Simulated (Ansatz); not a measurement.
# Redistribution: C5H10O + CH4N2O → C4H9NO + C2H5NO

Gas-phase species: C5H10O (2-pentanone) `CCCC(C)=O`, singlet; CH4N2O (urea) `NC(N)=O`, singlet; C4H9NO (butyramide) `CCCC(N)=O`, singlet; C2H5NO (acetamide) `CC(N)=O`, singlet. The partners trade CH3 for NH2; both sit on C, so the bond types are kept.

Shapes, held fixed at every level: PBE0-D4/def2-TZVP. Flexible molecules stand in one conformer, not always the lowest. Programs: Ansatz 0.2.0. Electronic energies: no zero-point or thermal term.

```tsv
level	kind	ΔE (kJ/mol)	less CCSD(T)/CBS estimate
HF/def2-TZVPP	Hartree–Fock	-22.0	-0.1
B3LYP-D4/def2-TZVPP	global hybrid	-26.6	-4.7
PBE0-D4/def2-TZVPP	global hybrid	-26.9	-5.0
wB97X-V/def2-TZVPP	range-separated hybrid	-24.2	-2.3
MP2/def2-TZVPP	perturbation theory	-22.5	-0.6
CCSD(T)/def2-TZVPP	coupled cluster or CI	-20.9	+1.0
CCSD(T)/CBS estimate	coupled cluster or CI	-21.9	0.0
```

The highest level, CCSD(T)/CBS estimate, gives ΔE = -21.9 kJ/mol; the levels span -26.9 to -20.9. The column of differences is taken from that level and isn't an error. No measured value is set beside it here. The CBS estimate extrapolates MP2 from def2-TZVPP and def2-QZVPP and adds CCSD(T) − MP2 in the triple-zeta set, cores frozen.
